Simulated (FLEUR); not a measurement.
**HfO2 under changes of volume**

One of the cells (11.152 Å³/atom); the others are scaled copies at fixed shape and fractional positions:

```
Hf O
1.0
     0.00000    2.55750    2.55750
     2.55750    0.00000    2.55750
     2.55750    2.55750    0.00000
Hf O
1 2
Direct
  0.00000 0.00000 0.00000
  0.75000 0.75000 0.75000
  0.25000 0.25000 0.25000
```

Measurements of this composition are mostly on another form, of space group No. 14.

- Program: FLEUR MaX-R8.1 (later development tree)
- Functional: r2SCAN
- Potentials or basis: all-electron
- Basis: FLAPW
- Kmax: 5 1/bohr
- k mesh: 9 × 9 × 9
- Occupations: fermi-dirac, width 0.05 eV
- Spin: no spin polarisation

```tsv
volume (Å³/atom)	energy over the lowest point (meV/atom)	gap on the mesh (eV)
10.483	6.93	4.49
10.706	0.00	4.43
11.152	?	?
11.598	45.69	4.19
11.821	71.80	4.14
```

**Question.** What does the run at 11.152 Å³/atom give?

**Answer.** Energy over the lowest point 9.71 meV/atom; gap on the mesh 4.31 eV.

Worked out: A Birch-Murnaghan fit of order 2 (a polynomial in V^(-2/3)) to the other rows has its minimum at 10.78 Å³/atom with B0 = V·E''(V) = 269 GPa. It gives 9.72 meV/atom at 11.152 Å³/atom, against the run's 9.71. A straight line through the other rows of the gap, of slope -2.94 eV per unit of ln V, gives 4.31 eV, against the run's 4.31.

Energies are extrapolated to zero smearing.

Caveats: the meta-GGA is that of a development version, with a GGA for the radial functions and cores and without core tails; spin-orbit coupling is left out, which moves the levels of the heavy elements; an odd mesh through Γ misses points on the zone boundary, where band edges often lie.
